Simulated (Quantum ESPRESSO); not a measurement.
# Easy axis of CoO with Quantum ESPRESSO, part 2 of 2

Aim: the energy of CoO with its moments along several crystal axes.

Quantum ESPRESSO 7.5; PBE; plane waves with PseudoDojo 0.4.1 SR PBE standard potentials, then spin–orbit coupling on the fully relativistic files of the same set.

So far, absolute magnetization (μB): step 2 (collinear run on scalar-relativistic files) 5.08.

### Step 6. One pass along [001] on 10×10×5

Level of this step: PBE; plane waves with PseudoDojo 0.4 FR PBE standard potentials, spin-orbit coupling in one pass at the collinear potential (force theorem) (Quantum ESPRESSO).

The input, pass.in:

```
&CONTROL
  calculation = 'nscf'
  prefix = 'pwscf'
  outdir = './tmp'
  pseudo_dir = './pseudo_fr'
  disk_io = 'nowf'
/
&SYSTEM
  ibrav = 0
  celldm(1) = 8
  nat = 4
  ntyp = 3
  ecutwfc = 72
  nbnd = 64
  occupations = 'smearing'
  smearing = 'fd'
  degauss = 0.00734986
  noncolin = .true.
  lspinorb = .true.
  lforcet = .true.
  starting_magnetization(1) = 0.1765
  angle1(1) = 0
  angle2(1) = 0
  starting_magnetization(2) = -0.1765
  angle1(2) = 0
  angle2(2) = 0
  starting_magnetization(3) = 0
  angle1(3) = 0
  angle2(3) = 0
/
&ELECTRONS
  conv_thr = 8d-11
  electron_maxstep = 150
  mixing_beta = 0.3
  startingpot = 'file'
  startingwfc = 'random'
  diago_thr_init = 1d-09
  diago_full_acc = .true.
/
ATOMIC_SPECIES
Co1    58.9332 Co.upf
Co2    58.9332 Co.upf
O      15.9990 O.upf
CELL_PARAMETERS alat
   0.7553343373488    0.0000000000000    0.0000000000000
  -0.3776671686862    0.6541387245008    0.0000000000000
   0.0000000000000    0.0000000000000    1.2351036671339
ATOMIC_POSITIONS crystal
Co1     0.0000000000    0.0000000000    0.0034741400
Co2     0.3333333300    0.6666666700    0.5033624100
O       0.0000000000    0.0000000000    0.3716088500
O       0.3333333300    0.6666666700    0.8715556000
K_POINTS automatic
10 10 5 0 0 0
```

Started as:

```bash
OMP_NUM_THREADS=1 mpirun -n 4 pw.x -nk 4 -in pass.in > pass.out
```

Numbers of over 12 decimals in the logs are rounded to 6 here.

What it wrote:

```text
     [... lines left out ...]
Program PWSCF v.7.5 starts
     [... lines left out ...]
     number of atoms/cell      =            4
     [... lines left out ...]
     number of electrons       =        46.00
     number of Kohn-Sham states=           64
     kinetic-energy cutoff     =      72.0000  Ry
     charge density cutoff     =     288.0000  Ry
     [... lines left out ...]
     Noncollinear calculation with spin-orbit
     [... lines left out ...]
      6 Sym. Ops. (no inversion) found
     [... lines left out ...]
     number of k points=    90  Fermi-Dirac smearing, width (Ry)=  0.0073
     [... lines left out ...]
Spin angles Theta, Phi (degree) =   0.0000  0.0000
     [... lines left out ...]
 eband, Ef (eV) =   -732.412287        11.364525
     [... lines left out ...]
     the Fermi energy is    11.3645 ev
     (compare with:    11.3435 eV, computed in scf)
```

Elapsed: 2.9 min, on 4 MPI ranks of Arm Neoverse V1, shared host; peak memory 0.38 GiB; 12 min of CPU time.

### Step 7. One pass along [100] on 10×10×5

pass.in: that of step 6 with these lines changed.

```diff
@@ -21,9 +21,9 @@
   starting_magnetization(1) = 0.1765
-  angle1(1) = 0
+  angle1(1) = 90
   angle2(1) = 0
   starting_magnetization(2) = -0.1765
-  angle1(2) = 0
+  angle1(2) = 90
   angle2(2) = 0
   starting_magnetization(3) = 0
-  angle1(3) = 0
+  angle1(3) = 90
   angle2(3) = 0
```

What it wrote:

```text
     [... lines left out ...]
Program PWSCF v.7.5 starts
     [... lines left out ...]
     number of atoms/cell      =            4
     [... lines left out ...]
     number of electrons       =        46.00
     number of Kohn-Sham states=           64
     kinetic-energy cutoff     =      72.0000  Ry
     charge density cutoff     =     288.0000  Ry
     [... lines left out ...]
     Noncollinear calculation with spin-orbit
     [... lines left out ...]
      2 Sym. Ops. (no inversion) found
     [... lines left out ...]
     number of k points=   275  Fermi-Dirac smearing, width (Ry)=  0.0073
     [... lines left out ...]
Spin angles Theta, Phi (degree) =  90.0000  0.0000
     [... lines left out ...]
     the Fermi energy is    11.3633 ev
     (compare with:    11.3435 eV, computed in scf)
```

Wall time 8.9 min (4 MPI ranks); peak memory 0.39 GiB; 36 min of CPU time.

### Step 8. One pass along [210] on 10×10×5

pass.in: that of step 7 with these lines changed.

```diff
@@ -22,9 +22,9 @@
   angle1(1) = 90
-  angle2(1) = 0
+  angle2(1) = 30
   starting_magnetization(2) = -0.1765
   angle1(2) = 90
-  angle2(2) = 0
+  angle2(2) = 30
   starting_magnetization(3) = 0
   angle1(3) = 90
-  angle2(3) = 0
+  angle2(3) = 30
 /
```

What it wrote:

```text
     [... lines left out ...]
Program PWSCF v.7.5 starts
     [... lines left out ...]
     number of atoms/cell      =            4
     [... lines left out ...]
     number of electrons       =        46.00
     number of Kohn-Sham states=           64
     kinetic-energy cutoff     =      72.0000  Ry
     charge density cutoff     =     288.0000  Ry
     [... lines left out ...]
     Noncollinear calculation with spin-orbit
     [... lines left out ...]
      2 Sym. Ops. (no inversion) found
     [... lines left out ...]
     number of k points=   255  Fermi-Dirac smearing, width (Ry)=  0.0073
     [... lines left out ...]
Spin angles Theta, Phi (degree) =  90.0000 30.0000
     [... lines left out ...]
     the Fermi energy is    11.3633 ev
     (compare with:    11.3435 eV, computed in scf)
```

Run time: 8.3 min. Hardware: 4 MPI ranks; peak memory 0.39 GiB.

### Step 9. The smearing term

The sum of energies times occupations is what pw.x prints as eband (for fewer than 100 k points). With Fermi–Dirac smearing the quantity to compare holds −TS as well, computed here from the energies and weights in the run's XML file (meV a cell, from the first axis, mesh 10×10×5):

| axis | plain sum | −TS | free energy |
| --- | --- | --- | --- |
| [001] | 0.0000 | 0.0000 | 0.0000 |
| [100] | 0.3315 | -0.5211 | -0.1896 |
| [210] | 0.3315 | -0.5211 | -0.1896 |

### Step 10. Side by side

A pass yields neither state nor moment: for the force theorem these columns are the collinear run's. Anisotropy, by row:

```csv
way,mesh,axis,state,energy less the first axis' (meV a primitive cell),largest spin moment (μB),CPU time (s)
force theorem,6x6x3,[001],antiferromagnetic,0,2.14,191.7
force theorem,6x6x3,[100],antiferromagnetic,-0.1359,2.14,498.2
force theorem,6x6x3,[210],antiferromagnetic,-0.1359,2.14,458.8
force theorem,10x10x5,[001],antiferromagnetic,0,2.14,697.4
force theorem,10x10x5,[100],antiferromagnetic,-0.1896,2.14,2132
force theorem,10x10x5,[210],antiferromagnetic,-0.1896,2.14,1994
```

### Step 11. Results

```yaml
state: antiferromagnetic
largest_spin_moment: 2.14 μB
easy_axis_of_those_tried_on_this_mesh: [100] and [210], alike
energy_along_100_less_001_force_theorem: -0.190 meV a primitive cell, -0.66 MJ/m³
```

**Reading.** On 10×10×5, leaving out the smearing term would shift a difference by 0.52 meV, against 0.19 meV for the largest, and would turn a sign. The axes [100] and [210] lie lowest and too near each other to be told apart. By the force theorem the difference for the second axis goes -0.14 meV on 6×6×3 and -0.19 meV on 10×10×5, so it has not settled with the mesh. Shape anisotropy is not included. Energies are free energies at an electronic temperature of 1160 K, which lowers moments and differences where the moments are itinerant. No Hubbard term acts here. In such compounds local and semilocal functionals without one often delocalise the d electrons, and can shrink or lose moments and miss the size, sign and order of the couplings. The cutoff lies under the 96 Ry that these files are usually run at. The smearing term is large for its width, so states at the Fermi level are partly filled: at this level the cell is a metal or has a gap of a few widths at most.

[Logs and program files are shortened in this print: banners, set-up blocks, solver, clock and traceback lines can be left out without a mark of their own.]

[Logs are printed without paths, hosts, clocks, repeated set-up lines and the standing remarks that a program may print on its own settings, such as how far it seeks lower states.]

[Hosts, paths, dates, database ids (printed as entryN), source tags and the programs' standing remarks are cut or masked in the printed files.]

[Where a cell is said to come from a database of computed structures, the database is the Materials Project.]
